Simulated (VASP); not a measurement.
Input of a VASP 6.6.1 run:

Contents of INCAR:

```
AGGAC = 1.0 ; AGGAX = 1.0
ALDAC = 0.0 ; ALDAX = 1.0
ALGO = Normal ; EDIFF = 1E-6
ENCUT = 520 ; GGA = B5
ISIF = 2 ; ISMEAR = -1
LASPH = T ; LCHARG = F
LMAXMIX = 6 ; LNONCOLLINEAR = T
LORBIT = 11 ; LREAL = F
LWAVE = F ; MAGMOM = 0.726 -0.005 -0.658
NBANDS = 24 ; NELM = 150
PREC = Accurate ; SIGMA = 0.1
```

File KPOINTS:

```
k-points
0
Gamma
  7 7 7
```

The input POSCAR:

```
Pr
1.0
   -2.2593256636      2.2593256636      2.2593256636
    2.2593256636     -2.2593256636      2.2593256636
    2.2593256636      2.2593256636     -2.2593256636
Pr
1
Direct
    0.0000000000      0.0000000000      0.0000000000
```

Potentials or basis: VASP PAW PBE potentials, release 64 (Pr).

Command:

```console
$ cat potpaw_PBE.64/Pr/POTCAR > POTCAR
$ mpirun -np 1 vasp_ncl > vasp.out
```

Q: Estimate the pressure.

A: -3.7 GPa.

Q: Estimate the band gap on the k mesh.

A: None (metal or under the smearing width).

Q: What does it give for the net moment?

A: 2.85 μB per cell.

Moments on the atoms (μB; x, y, z):
```
Pr   1.59  0.01 -1.71
```

Caveat: the magnetic or orbital state may not be the lowest; the PAW data sets were made with another functional, which shifts forces and pressure a little; spin-orbit coupling is left out, which moves the levels of the heavy elements. The state reached can hang on the start; a lower one may exist.
